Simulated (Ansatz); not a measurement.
# KCl (Sylvite) (Fm-3m) in Ansatz: convergence with wavefunction cutoff

Aim: find how far wavefunction cutoff must go before the results for KCl (Sylvite) settle, at PBE. This setting moves, with any that are tied to it; all else stays.

All numbers are computed with Ansatz 0.2.0; they aren't measurements. Logs are shortened: lines on timing, memory, paths and dates and some standing lists are left out, and cuts for length are marked.

## (1) Starting point

It takes space group Fm-3m (No. 225, cubic). The conventional cell has a = 6.293 Å, b = 6.293 Å, c = 6.293 Å, α = 90.00°, β = 90.00°, γ = 90.00°. K (site symmetry m-3m) is surrounded by 6 Cl at 3.15 Å. Cl (site symmetry m-3m) has 6 K at 3.15 Å as nearest neighbours.

## (2) With wavefunction cutoff 400 eV

Input file input.yaml:

```yaml
crystal:
  lattice:
    - [0.0, 3.14647, 3.14647]
    - [3.14647, 0.0, 3.14647]
    - [3.14647, 3.14647, 0.0]
  atoms:
    - { symbol: K, position: [0.0, 0.0, 0.0] }
    - { symbol: Cl, position: [0.5, 0.5, 0.5] }
hamiltonian:
  xc: pbe
  pseudopotentials: { kind: paw, level: accurate }
kpoints:
  mp_grid: { grid: [6, 6, 6] }
scf:
  occupations: { method: gaussian, width: 0.1 }
output:
  forces: true
  stress: true
  eigenvalues: true
basis:
  ecutwfc: "400 eV"
```

Potentials or basis: Ansatz PAW earlier set.

Launch:

```
$ ansatz run input.yaml --threads 2 --pin off --max-ram 5632MiB --backend cpu --events-out ev --progress --plain --runs-dir out
```

The log of the run:

```text
Warning: basis.ecutwfc = 400 eV is below the records' recommended 900 eV, and the density's cutoff is lower with it unless basis.ecutrho_ratio is high enough to keep the records' density cutoff: compare with a run at a higher cutoff
Warning: RAYON_NUM_THREADS=2 ignored (pool sized by the plan → 2); use --threads N
Engine: ansatz 0.2.0, x86_64-unknown-linux-gnu
Pseudopotentials: kind: paw, level: accurate
Pseudopotential: K, paw, valence charge 9, recommended cutoff 420 eV (high), K.paw.azcp
Pseudopotential: Cl, paw, valence charge 7, recommended cutoff 900 eV (high), Cl.paw.azcp
Functional definition: PBE
  parameter kappa = 0.804
  parameter beta = 0.06672455060314922
  exchange = pbe_x(kappa = kappa, mu = beta*pi^2/3)
  correlation = pbe_c(beta = beta)
Crystal: 2 atoms, lattice volume = 62.302 Å³
Basis set: ecut = 400 eV, 1139 PW (Γ), exchange–correlation on 60×60×60 points (8 copies of the dense FFT grid, shifted against one another)
Bands: 12, of which v1, the nominal top of the filled ones, is band 8 counted from 1 (7 counted from 0)
Symmetry: 48 space group operations
Space group: Fm-3m (ITA 225), of the structure as read, at distance tolerance 4.0e-5 Å
k-points: 16 of 216
Non-local potential: K, projectors of the file, l = 0: 2, l = 1: 2, l = 2: 2, l = 3: 1
Non-local potential: Cl, projectors of the file, l = 0: 2, l = 1: 2, l = 2: 2, l = 3: 1
PAW form: soft (Blöchl's): semilocal exchange-correlation on the pseudo side does not see the compensation charge
PAW one-centre angular grid: K, 194 points (default); XC on 64 Gauss nodes
PAW one-centre angular grid: Cl, 194 points (default); XC on 64 Gauss nodes
Initial density: superposition of atomic densities (chi_scale 0.1, normalization cell, long waves kept (reshape's long-wave potential 0.00 eV rms))
Initial wavefunctions: pseudopotential atomic-orbital guess
Functional: x = pbe(κ = 0.804, μ = 0.2195149727645171), c = pbe(β = 0.06672455060314922)
SCF iter   1: F=—  HF=-2621.962809 eV  |F-HF|=—  |Δ(HF+E_count)|=         —  Δρ=5.69e-2  dr2=2.82e0  ethr=3.10e-3  ⟨swp⟩=8.2  Hψ=1358  notcnv=0
preconditioner: auto → none  [insulator: Δε(μ)=3.655 eV  Ē_g=15.014 eV  σ=0.100 eV  W_gap=1.00  n_scr=14 (ndim 8)  ℏωp=17.6 eV  f_vac=0.000  D(μ)=0.00/eV (n_scr^D=0)  ε∞_Penn≈2.4]
SCF iter   2: F=—  HF=-2620.886218 eV  |F-HF|=—  |Δ(HF+E_count)|=    1.08e0  Δρ=2.00e-2  dr2=1.88e-1  ethr=3.10e-3  ⟨swp⟩=4.2  Hψ=601  notcnv=0
SCF iter   3: F=—  HF=-2620.853366 eV  |F-HF|=—  |Δ(HF+E_count)|=   3.29e-2  Δρ=8.88e-3  dr2=2.12e-2  ethr=1.17e-3  ⟨swp⟩=2.0  Hψ=312  notcnv=0
SCF iter   4: F=—  HF=-2620.862801 eV  |F-HF|=—  |Δ(HF+E_count)|=   9.43e-3  Δρ=2.11e-3  dr2=1.37e-3  ethr=1.32e-4  ⟨swp⟩=3.0  Hψ=361  notcnv=0
SCF iter   5: F=—  HF=-2620.864009 eV  |F-HF|=—  |Δ(HF+E_count)|=   1.21e-3  Δρ=1.47e-4  dr2=1.36e-5  ethr=8.54e-6  ⟨swp⟩=2.0  Hψ=296  notcnv=0
SCF iter   6: F=—  HF=-2620.864027 eV  |F-HF|=—  |Δ(HF+E_count)|=   1.80e-5  Δρ=3.33e-5  dr2=1.08e-6  ethr=8.52e-8  ⟨swp⟩=2.0  Hψ=316  notcnv=0
SCF iter   7: F=-2620.864026 eV  HF=-2620.864026 eV  |F-HF|=9.81e-9  |Δ(HF+E_count)|=   3.70e-7  Δρ=4.18e-6  dr2=1.51e-8  ethr=6.25e-10  ⟨swp⟩=6.8  Hψ=1188  notcnv=0
SCF 1 converged in 7 iterations: F = -2620.864026 eV  dr2 = 1.51e-8
SCF converged after 7 iterations
Free energy (F): -2620.864026 eV
Harris-Foulkes:  -2620.864026 eV  (|F-HF|=9.81e-9)
Internal energy: -2620.864026 eV  (E = F + TS)
E sigma→0 (E₀):  -2620.864026 eV
Fermi energy:    3.457766 eV
--- Per-component energies (eV) ---
  E_band       = -131.423513
  E_kinetic    = 402.072447
  E_local      = -1018.558387  (includes V_loc(G=0)·N_el)
  E_nonlocal   = 238.336017
  E_hartree    = 280.676555
  E_xc         = -242.251650
  E_vxc        = -272.048900  (∫ρ·V_xc dr)
  E_paw        = -1442.118265  (= ΣΔE_a)
  E_vpaw       = -42.579026  (= ΣTr[D̂ρ^β])
  E_aug_tail   = -0.000098  (compensation charges beyond the density's cutoff)
  E_ewald      = -839.020646
  E_smearing   = -0.000000  (= −TS)
  E_closure    = -0.000000  (closes the sum)
  Σ components = -2620.864026   (vs F -2620.864026, Δ=0.00e0)
--- Forces (eV/Å), atoms counted from 1 ---
  atom   1  K     -0.00000000     0.00000000    -0.00000000
  atom   2  Cl    -0.00000000     0.00000000     0.00000000
  max |Σ_I F_I| component: 1.08e-29 eV/Å
--- Stress (GPa, compression-positive) ---
        0.755544      -0.000000      -0.000000
        0.000000       0.755544      -0.000000
        0.000000       0.000000       0.755544
  P = ⅓ Tr σ = 0.7555 GPa (7.555 kbar)
--- Band table (eV; the first three rows and the last of 16) ---
  k-point 0: bands = ["-26.3328", "-11.2555", "-9.7936", "-9.7936", "-9.7936", "0.8621", "0.8621", "0.8621", "6.0514", "9.2387", "9.2387", "9.2387"]
  k-point 1: bands = ["-26.3301", "-11.3069", "-9.7959", "-9.7959", "-9.7289", "0.5486", "0.7763", "0.7763", "6.6860", "9.0682", "9.5800", "9.5800"]
  k-point 2: bands = ["-26.3248", "-11.3991", "-9.8006", "-9.8006", "-9.6093", "0.0323", "0.6141", "0.6141", "7.9133", "9.1309", "10.5042", "10.5042"]
  k-point 15: bands = ["-26.3190", "-11.2297", "-9.9137", "-9.8707", "-9.7392", "0.2915", "0.4396", "0.5045", "8.1194", "9.7839", "9.9375", "11.0127"]
```

Wall time 0.29 s (2 threads of Intel Xeon 6975P-C (Granite Rapids), shared host); peak memory 0.31 GiB.

Results:

| Item | Value |
| --- | --- |
| Free energy | -2620.8640 eV |
| Pressure | 0.8 GPa |
| Band gap on the k mesh | 5.19 eV, direct |

## (3) With wavefunction cutoff 500 eV

Edit input.yaml of step 2 so:

```diff
@@ -20,2 +20,2 @@
 basis:
-  ecutwfc: "400 eV"
+  ecutwfc: "500 eV"
```

Potentials or basis: Ansatz PAW earlier set.

Launch:

```
$ ansatz run input.yaml --threads 2 --pin off --max-ram 5632MiB --backend cpu --events-out ev --progress --plain --runs-dir out
```

It took 0.38 s on 2 threads of Intel Xeon 6975P-C (Granite Rapids), shared host; peak memory 0.36 GiB.

What came out:

| Property | Result |
| --- | --- |
| Free energy | -2620.8645 eV |
| Pressure | 0.8 GPa |
| Band gap on the k mesh | 5.19 eV, direct |

## (4) With wavefunction cutoff 600 eV

Edit input.yaml of step 3 so:

```diff
@@ -20,2 +20,2 @@
 basis:
-  ecutwfc: "500 eV"
+  ecutwfc: "600 eV"
```

Launch:

```
$ ansatz run input.yaml --threads 2 --pin off --max-ram 5632MiB --backend cpu --events-out ev --progress --plain --runs-dir out
```

Run time: 0.43 s. Hardware: 2 threads of Intel Xeon 6975P-C (Granite Rapids), shared host; peak memory 0.39 GiB.

What came out:

* Free energy: -2620.8646 eV
* Pressure: 0.8 GPa
* Band gap on the k mesh: 5.19 eV, direct

## (5) With wavefunction cutoff 700 eV

Edit input.yaml of step 4 so:

```diff
@@ -20,2 +20,2 @@
 basis:
-  ecutwfc: "600 eV"
+  ecutwfc: "700 eV"
```

Launch:

```
$ ansatz run input.yaml --threads 2 --pin off --max-ram 5632MiB --backend cpu --events-out ev --progress --plain --runs-dir out
```

Wall time 0.5 s (2 threads of Intel Xeon 6975P-C (Granite Rapids), shared host); peak memory 0.41 GiB.

What came out:

- Free energy: -2620.8647 eV
- Pressure: 0.8 GPa
- Band gap on the k mesh: 5.19 eV, direct

## (6) With wavefunction cutoff 850 eV

Edit input.yaml of step 5 so:

```diff
@@ -20,2 +20,2 @@
 basis:
-  ecutwfc: "700 eV"
+  ecutwfc: "850 eV"
```

Potentials or basis: Ansatz PAW earlier set.

Launch:

```
$ ansatz run input.yaml --threads 2 --pin off --max-ram 5632MiB --backend cpu --events-out ev --progress --plain --runs-dir out
```

Wall time 0.64 s (2 threads of Intel Xeon 6975P-C (Granite Rapids), shared host); peak memory 0.44 GiB.

Results (log left out):

```yaml
Free_energy: -2620.8648 eV
Pressure: 0.8 GPa
Band_gap_on_the_k_mesh: 5.19 eV, direct
```

## (7) With wavefunction cutoff 1000 eV

Edit input.yaml of step 6 so:

```diff
@@ -20,2 +20,2 @@
 basis:
-  ecutwfc: "850 eV"
+  ecutwfc: "1000 eV"
```

Launch:

```
$ ansatz run input.yaml --threads 2 --pin off --max-ram 5632MiB --backend cpu --events-out ev --progress --plain --runs-dir out
```

Run time: 0.77 s. Hardware: 2 threads of Intel Xeon 6975P-C (Granite Rapids), shared host; peak memory 0.48 GiB.

It converged, with:

| Quantity | Value |
| --- | --- |
| Free energy | -2620.8649 eV |
| Pressure | 0.8 GPa |
| Band gap on the k mesh | 5.19 eV, direct |

## (8) With wavefunction cutoff 1200 eV

Edit input.yaml of step 7 so:

```diff
@@ -20,2 +20,2 @@
 basis:
-  ecutwfc: "1000 eV"
+  ecutwfc: "1200 eV"
```

Launch:

```
$ ansatz run input.yaml --threads 2 --pin off --max-ram 5632MiB --backend cpu --events-out ev --progress --plain --runs-dir out
```

Wall time 1 s (2 threads of Intel Xeon 6975P-C (Granite Rapids), shared host); peak memory 0.54 GiB.

The run converged. Its results:

```
Free energy            : -2620.8649 eV
Pressure               : 0.8 GPa
Band gap on the k mesh : 5.19 eV, direct
```

## (9) With wavefunction cutoff 1400 eV

Edit input.yaml of step 8 so:

```diff
@@ -20,2 +20,2 @@
 basis:
-  ecutwfc: "1200 eV"
+  ecutwfc: "1400 eV"
```

Potentials or basis: Ansatz PAW earlier set.

Launch:

```
$ ansatz run input.yaml --threads 2 --pin off --max-ram 5632MiB --backend cpu --events-out ev --progress --plain --runs-dir out
```

Run time: 1.3 s. Hardware: 2 threads of Intel Xeon 6975P-C (Granite Rapids), shared host; peak memory 0.61 GiB.

The run converged. Its results:

* Free energy: -2620.8650 eV
* Pressure: 0.8 GPa
* Band gap on the k mesh: 5.19 eV, direct

## (10) With wavefunction cutoff 1700 eV

Edit input.yaml of step 9 so:

```diff
@@ -20,2 +20,2 @@
 basis:
-  ecutwfc: "1400 eV"
+  ecutwfc: "1700 eV"
```

Launch:

```
$ ansatz run input.yaml --threads 2 --pin off --max-ram 5632MiB --backend cpu --events-out ev --progress --plain --runs-dir out
```

Wall time 1.7 s (2 threads of Intel Xeon 6975P-C (Granite Rapids), shared host); peak memory 0.66 GiB.

The run converged. Its results:

```
Free energy            : -2620.8650 eV
Pressure               : 0.8 GPa
Band gap on the k mesh : 5.19 eV, direct
```

## (11) Result

```tsv
wavefunction cutoff	energy less the tightest run, at zero smearing (meV/atom)	SCF cycles	CPU time (s)	peak memory (GiB)
400 eV	0.51	7	0.48	0.31
500 eV	0.28	7	0.66	0.36
600 eV	0.24	7	0.77	0.39
700 eV	0.16	7	0.91	0.41
850 eV	0.13	7	1.2	0.44
1000 eV	0.09	7	1.4	0.48
1200 eV	0.06	7	1.9	0.54
1400 eV	0.03	7	2.4	0.61
1700 eV	0.00	7	3.2	0.66
```

Against the tightest run, the energy stays within 1 meV/atom from 400 eV on. The tightest run that finished is the yardstick and may itself not be fully converged.
